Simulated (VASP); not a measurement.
Computed with optB86b-vdW, VASP's PBE PAW potentials (set 64) (plane waves; VASP).

Input for VASP

KPOINTS:
```
Automatic mesh
0
Gamma
6 6 6
0 0 0
```

POSCAR:
```
CsBr
1
    4.3127189226     0.0000000000     0.0000000000
    0.0000000000     4.3127189226     0.0000000000
    0.0000000000     0.0000000000     4.3127189226
Cs Br
1 1
Direct
  0.0000000000   0.0000000000   0.0000000000
  0.5000000000   0.5000000000   0.5000000000
```

INCAR:
```
! general
SYSTEM    =  CsBr
PREC      =  Accurate
ENCUT     =  520
LREAL     =  .False.
LASPH     =  .True.

! electronic loop
EDIFF     =  1E-7
NELM      =  100
ALGO      =  Normal
LMAXMIX   =  4

! smearing
ISMEAR    =  0
SIGMA     =  0.05

! functional
GGA       =  MK
LUSE_VDW  =  .True.
AGGAC     =  0.0
PARAM1    =  0.1234
PARAM2    =  1.0

! ions
ISIF      =  2

! output
LWAVE     =  .False.
LCHARG    =  .False.
```

POTCAR, in this order: Cs_sv Br (PBE.64 set). Program: vasp_std.

What VASP printed:

### OSZICAR
```
       N       E                     dE             d eps       ncg     rms          rms(c)
DAV:   1     0.977776512506E+02    0.97778E+02   -0.67121E+03   480   0.113E+03
DAV:   2     0.577442108565E+01   -0.92003E+02   -0.85294E+02   728   0.179E+02
DAV:   3    -0.186845710548E+01   -0.76429E+01   -0.76018E+01   588   0.577E+01
DAV:   4    -0.196006773301E+01   -0.91611E-01   -0.91410E-01   556   0.733E+00
DAV:   5    -0.196083836056E+01   -0.77063E-03   -0.77055E-03   600   0.668E-01    0.175E+00
DAV:   6    -0.173150568419E+01    0.22933E+00   -0.35829E-01   544   0.307E+00    0.103E+00
DAV:   7    -0.169459152053E+01    0.36914E-01   -0.17444E-01   608   0.220E+00    0.549E-01
DAV:   8    -0.169677160647E+01   -0.21801E-02   -0.11728E-02   544   0.813E-01    0.935E-02
DAV:   9    -0.169713838170E+01   -0.36678E-03   -0.19868E-03   604   0.286E-01    0.735E-02
DAV:  10    -0.169722167903E+01   -0.83297E-04   -0.15040E-04   540   0.107E-01    0.988E-03
DAV:  11    -0.169722916100E+01   -0.74820E-05   -0.23937E-05   572   0.338E-02    0.409E-03
DAV:  12    -0.169722974909E+01   -0.58810E-06   -0.55918E-06   576   0.152E-02    0.119E-03
DAV:  13    -0.169722969943E+01    0.49658E-07   -0.20063E-07   500   0.348E-03
   1 F= -.16972297E+01 E0= -.16972297E+01  d E =-.219104E-14
```

OUTCAR:
```
------------------------ aborting loop because EDIFF is reached ----------------------------------------
  FORCE on cell =-STRESS in cart. coord.  units (eV):
  Direction    XX          YY          ZZ          XY          YZ          ZX
  --------------------------------------------------------------------------------------
  Total       -0.2481017     -0.2481017     -0.2481017      0.0000000      0.0000000     -0.0000000
  in kB       -4.9554921     -4.9554921     -4.9554921      0.0000000      0.0000000     -0.0000000
  external PRESSURE =      -4.9554921 kB  Pullay stress =       0.0000000 kB
  volume of cell :       80.21
      direct lattice vectors                 reciprocal lattice vectors
     4.312718923  0.000000000  0.000000000     0.231872287  0.000000000  0.000000000
     0.000000000  4.312718923  0.000000000     0.000000000  0.231872287  0.000000000
     0.000000000  0.000000000  4.312718923     0.000000000  0.000000000  0.231872287
 POSITION                                       TOTAL-FORCE (eV/Angst)
 -----------------------------------------------------------------------------------
      0.00000      0.00000      0.00000         0.000000      0.000000      0.000000
      2.15636      2.15636      2.15636         0.000000      0.000000      0.000000
 -----------------------------------------------------------------------------------
    total drift:                                0.000000      0.000000     -0.000000
  FREE ENERGIE OF THE ION-ELECTRON SYSTEM (eV)
  ---------------------------------------------------
  free  energy   TOTEN  =        -1.6972296994 eV

  energy  without entropy=       -1.6972296994  energy(sigma->0) =       -1.69722970
```
(Selected blocks of OUTCAR.)

The compound is CsBr in the CsCl type structure. This cell is one point of a volume scan, at 1.03 of the reference volume.
